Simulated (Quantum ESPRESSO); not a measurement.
# BAs under changes of volume

One of the cells (13.626 Å³/atom); the others are scaled copies at fixed shape and fractional positions:

```
As B
1.0
     0.00000    2.38850    2.38850
     2.38850    0.00000    2.38850
     2.38850    2.38850    0.00000
As B
1 1
Direct
  0.75000 0.75000 0.75000
  0.00000 0.00000 0.00000
```

```yaml
Program: Quantum ESPRESSO 7.5
Functional: r2SCAN
Potentials_or_basis: SG15 PBE 1.2
Cutoff: 952 eV
Density_cutoff: 3810 eV
k_mesh: 8 × 8 × 8
Occupations: fermi-dirac, width 0.05 eV
Spin: no spin polarisation
```

```tsv
volume (Å³/atom)	energy over the lowest point (meV/atom)	pressure (GPa)	gap on the mesh (eV)
12.809	34.97	11.9	1.25
13.081	?	?	?
13.354	6.81	4.9	1.28
13.626	0.99	2.0	1.30
13.899	0.00	-0.7	1.31
14.171	3.37	-3.2	1.33
14.444	10.68	-5.4	1.35
```

Task: What does the run at 13.081 Å³/atom give?

Result: Energy over the lowest point 17.95 meV/atom; pressure 8.2 GPa; gap on the mesh 1.26 eV.

Worked out: A Birch-Murnaghan fit of order 3 (a polynomial in V^(-2/3)) to the other rows has its minimum at 13.82 Å³/atom with B0 = V·E''(V) = 134 GPa and B' = 4.1. It gives 17.96 meV/atom at 13.081 Å³/atom, against the run's 17.95, and -dE/dV = 8.2 GPa, against 8.2. A straight line through the other rows of the gap, of slope 0.82 eV per unit of ln V, gives 1.27 eV, against the run's 1.26.

Energies are extrapolated to zero smearing.

Caveats: the potentials were made for another functional, which shifts forces and pressure.

A mesh can miss the band edges. Spin-orbit coupling on As is left out.
